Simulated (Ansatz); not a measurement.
HfSiO4 (Hafnon):

```xyz
12
Lattice="-3.2862 3.2862 2.9816 3.2862 -3.2862 2.9816 3.2862 3.2862 -2.9816" Properties=species:S:1:pos:R:3 pbc="T T T"
Hf    0.0000    0.0000    0.0000
Hf    0.0000    3.2862    1.4908
Si    0.0000    0.0000    2.9816
Si    3.2862    0.0000    1.4908
O     2.0736    3.2862    1.0746
O     3.2863   -1.2126    2.5654
O     1.2126    0.0000    4.0562
O     3.2862    1.2126    2.5654
O     2.0736    0.0000    0.4162
O     0.0000    1.2126    1.9070
O     4.4989    0.0000    0.4162
O     3.2862    2.0736   -1.0746
```

```yaml
Program: Ansatz 0.2.0
Task: single point
Functional: PBE
Potentials_or_basis: all-electron LAPW, scalar-relativistic
Cutoff: 548 eV (chosen from the basis error)
Basis_error_allowed: 0.001 eV/atom
k_mesh: 6 × 6 × 6
Occupations: fermi-dirac, width 0.05 eV
Spin: no spin polarisation
```

On this cell: pressure 7.5 GPa; largest force 0.332 eV/Å; band gap on the k mesh 5.46 eV, indirect (least direct gap 5.81 eV).

The same run follows on a disturbed copy (atoms moved at random, drawn with an rms of 0.05 Å):

```
Hf Si O
1.0
    -3.28625    3.28625    2.98160
     3.28625   -3.28625    2.98160
     3.28625    3.28625   -2.98160
Hf Si O
2 2 8
Direct
  0.00698 0.99754 0.99520
  0.73951 0.24633 0.50007
  0.50480 0.49372 0.00355
  0.25020 0.75181 0.50611
  0.67734 0.49910 0.81797
  0.24137 0.92901 0.31615
  0.68175 0.86224 0.17892
  0.60635 0.92568 0.68549
  0.06691 0.37812 0.30920
  0.50096 0.32471 0.18311
  0.07256 0.75701 0.69003
  0.13351 0.32321 0.81010
```

Q: What changes?

A: The energy moves by +31.9 meV/atom; pressure 8.7 GPa; largest force 3.893 eV/Å; band gap on the k mesh 5.25 eV, indirect (least direct gap 5.61 eV).

Forces on the atoms (eV/Å):
```
Hf   1.499 -0.729 -0.949
Hf  -0.970  0.718  0.448
Si   1.520 -3.323  1.344
Si  -1.736 -0.856 -1.051
O   -1.861  0.163  0.792
O    0.008  0.020  0.275
O    0.808  0.153 -0.207
O   -0.033  1.119  1.317
O    1.212 -0.152  0.496
O   -0.142  2.606 -1.873
O   -0.149 -0.221 -0.399
O   -0.156  0.502 -0.193
```

Stress tensor (GPa, compression positive):
```
 7.19  0.31 -2.65
 0.31  8.92 -1.70
-2.65 -1.70  9.88
```

Caveats: spin-orbit coupling is left out, which moves the levels of the heavy elements.

A k mesh can miss the band edges.
